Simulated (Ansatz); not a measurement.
Computed with DFT PBE, scalar-relativistic, plane waves, PAW in Ansatz. Settings: cutoff 420 eV, Γ-centred meshes spaced at most about 0.3 Å⁻¹, and about 0.25 Å⁻¹ or finer for metals (2π included), Gaussian smearing. No spin polarisation.

These are static total energies at zero pressure.

Two forms of In₆O were relaxed alike.

A.

```cif
data_structure
_symmetry_space_group_name_H-M 'P-3m1'
_symmetry_Int_Tables_number 164
_cell_length_a 3.3209
_cell_length_b 3.3209
_cell_length_c 17.9074
_cell_angle_alpha 90.000
_cell_angle_beta 90.000
_cell_angle_gamma 120.000
_cell_volume 171.03
loop_
_atom_site_label
_atom_site_type_symbol
_atom_site_symmetry_multiplicity
_atom_site_Wyckoff_symbol
_atom_site_fract_x
_atom_site_fract_y
_atom_site_fract_z
_atom_site_occupancy
In1 In 2 d 0.66667 0.33333 0.91345 1
In2 In 2 c 0.00000 0.00000 0.73882 1
In3 In 2 d 0.66667 0.33333 0.42162 1
O1 O 1 a 0.00000 0.00000 0.00000 1
```

B.

```cif
data_structure
_symmetry_space_group_name_H-M 'P3m1'
_symmetry_Int_Tables_number 156
_cell_length_a 3.3830
_cell_length_b 3.3830
_cell_length_c 17.5241
_cell_angle_alpha 90.000
_cell_angle_beta 90.000
_cell_angle_gamma 120.000
_cell_volume 173.69
loop_
_atom_site_label
_atom_site_type_symbol
_atom_site_symmetry_multiplicity
_atom_site_Wyckoff_symbol
_atom_site_fract_x
_atom_site_fract_y
_atom_site_fract_z
_atom_site_occupancy
In1 In 1 a 0.00000 0.00000 0.10329 1
In2 In 1 b 0.33333 0.66667 0.91009 1
In3 In 1 b 0.33333 0.66667 0.26625 1
In4 In 1 a 0.00000 0.00000 0.58498 1
In5 In 1 c 0.66667 0.33333 0.42509 1
In6 In 1 b 0.33333 0.66667 0.73840 1
O1 O 1 a 0.00000 0.00000 0.97190 1
```

**Question.** Which would you expect to be lower, and how large is the difference?

**Answer.** B is lower, by 56 meV/atom. A has space group P-3m1 (No. 164), 24.4 Å³/atom and no gap on its mesh; B has space group P3m1 (No. 156), 24.8 Å³/atom and no gap. Counting In atoms around O (those within 1.25 times the shortest such distance or 1.15 times the sum of covalent radii, 1.27 where that leaves under three; the shortest distance is added where it exceeds 1.18 times the sum of covalent radii), A has O 6 from 2.5 Å and B has O 4. In A, around In on its first site lie 3 O at 2.47 Å, 6 In at 3.32 Å and 6 In at 3.64–3.67 Å; In on its second site has 9 In at 3.32–3.45 Å and 3 In at 3.67 Å; around O lie 6 In at 2.47 Å; 1 more site not described. In B, around In on its first site lie 1 O at 2.30 Å, 9 In at 3.38–3.46 Å and 3 In at 3.91 Å; In on its second site is surrounded by 3 O at 2.23 Å, 1 In at 3.01 Å and 6 In at 3.38 Å; O is surrounded by 4 In at 2.23–2.30 Å; 4 more sites not described. Origin: A, invented; B, invented, then shaken at random and relaxed again.

Cells relaxed within their symmetry can be saddle points.
